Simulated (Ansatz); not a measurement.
# SiC: response to strain

Aim: deform SiC (equal xx and yy strain of -2 %) and compute stress, forces and field gradients with LAPW, PAW and all-electron datasets made for the crystal.

Computed with Ansatz 0.2.0 (DFT PBEsol, scalar-relativistic, unless a step's input says otherwise).

## 1. The structure to begin with

Symmetry: P6_3mc, No. 186, hexagonal system. The conventional cell has a = 3.076 Å, b = 3.076 Å, c = 5.048 Å, α = 90.00°, β = 90.00°, γ = 120.00°. Si (site symmetry 3m) is surrounded by 4 C at 1.87 to 1.94 Å. C (site symmetry 3m) has 4 Si at 1.87 to 1.94 Å in its first shell of neighbours.

Coordinates:

```cif
data_structure
_symmetry_space_group_name_H-M 'P6_3mc'
_symmetry_Int_Tables_number 186
_cell_length_a 3.0760
_cell_length_b 3.0760
_cell_length_c 5.0480
_cell_angle_alpha 90.000
_cell_angle_beta 90.000
_cell_angle_gamma 120.000
_cell_volume 41.36
loop_
_atom_site_label
_atom_site_type_symbol
_atom_site_symmetry_multiplicity
_atom_site_Wyckoff_symbol
_atom_site_fract_x
_atom_site_fract_y
_atom_site_fract_z
_atom_site_occupancy
Si1 Si 2 b 0.33333 0.66667 0.00000 1
C1 C 2 b 0.33333 0.66667 0.38500 1
```

The file gives the conventional cell by its symmetry; the runs use the cell typed in the input.

Atoms are numbered in the order of the input: Si1, Si2, C3, C4.

## 2. After the deformation

Space group P6_3mc before, P6_3mc after.

## 3. LAPW, all electrons

Contents of input.yaml:

```yaml
crystal:
  lattice:
    - [3.0144782423, 0.0, 0.0]
    - [-1.5072391211, 2.610614737, 0.0]
    - [0.0, 0.0, 5.048]
  atoms:
    - { symbol: Si, position: [0.3333333333, 0.6666666667, 0.0] }
    - { symbol: Si, position: [0.6666666667, 0.3333333333, 0.5] }
    - { symbol: C, position: [0.3333333333, 0.6666666667, 0.385] }
    - { symbol: C, position: [0.6666666667, 0.3333333333, 0.885] }
kpoints:
  mp_grid: { grid: [15, 15, 8] }
  band_path:
    path:
      - [0.0, 0.0, 0.0]
      - [0.5, 0.0, 0.0]
      - [0.3333333333, 0.3333333333, 0.0]
      - [0.0, 0.0, 0.0]
      - [0.0, 0.0, 0.5]
      - [0.5, 0.0, 0.5]
      - [0.3333333333, 0.3333333333, 0.5]
      - [0.0, 0.0, 0.5]
      - [0.5, 0.0, 0.5]
    npoints: 5
scf:
  occupations: { method: fermi_dirac, width: 0.08 }
hamiltonian:
  xc: pbesol
  pseudopotentials: { kind: all_electron, lapw: { basis_error: 0.001 } }
output:
  forces: true
  stress: true
  eigenvalues: true
```

Launch:

```console
$ ansatz run input.yaml --threads 1 --pin off --max-ram 4096MiB --backend cpu --events-out ev --progress --plain --runs-dir out
```

## 4. PAW on the default files

Contents of input.yaml:

```yaml
crystal:
  lattice:
    - [3.0144782423, 0.0, 0.0]
    - [-1.5072391211, 2.610614737, 0.0]
    - [0.0, 0.0, 5.048]
  atoms:
    - { symbol: Si, position: [0.3333333333, 0.6666666667, 0.0] }
    - { symbol: Si, position: [0.6666666667, 0.3333333333, 0.5] }
    - { symbol: C, position: [0.3333333333, 0.6666666667, 0.385] }
    - { symbol: C, position: [0.6666666667, 0.3333333333, 0.885] }
kpoints:
  mp_grid: { grid: [15, 15, 8] }
scf:
  occupations: { method: fermi_dirac, width: 0.08 }
hamiltonian:
  xc: pbesol
  pseudopotentials: { kind: paw }
output:
  forces: true
  stress: true
  eigenvalues: true
  efg: { contact_densities: true }
```

## 5. Datasets made for this crystal

input.yaml, as its differences from that of step 4:

```diff
@@ -16,3 +16,3 @@
   xc: pbesol
-  pseudopotentials: { kind: paw }
+  pseudopotentials: { kind: all_electron, datasets: crystal }
 output:
```

(Steps that only read results are left out.)

Q: Predict the outcome of this session. Wanted: pressure; largest shear or deviatoric stress.

**Answer**, as computed:

| quantity | value |
| --- | --- |
| pressure | LAPW 10.60, PAW 10.68, crystal datasets 10.59 GPa |
| largest shear or deviatoric stress (LAPW) | 11.94 GPa |

**Reading.** The largest part of the stress beyond the pressure is 11.94 GPa in size, in the zz component; the atoms are carried along and not relaxed. No run of the undeformed cell stands beside it, so pressure and stress hold what the given cell had before the change, as far as its symmetry allows. PAW: stress within 0.12 GPa of LAPW, forces within 3 meV/Å. Crystal datasets: stress within 0.01 GPa of LAPW, forces within 1 meV/Å.
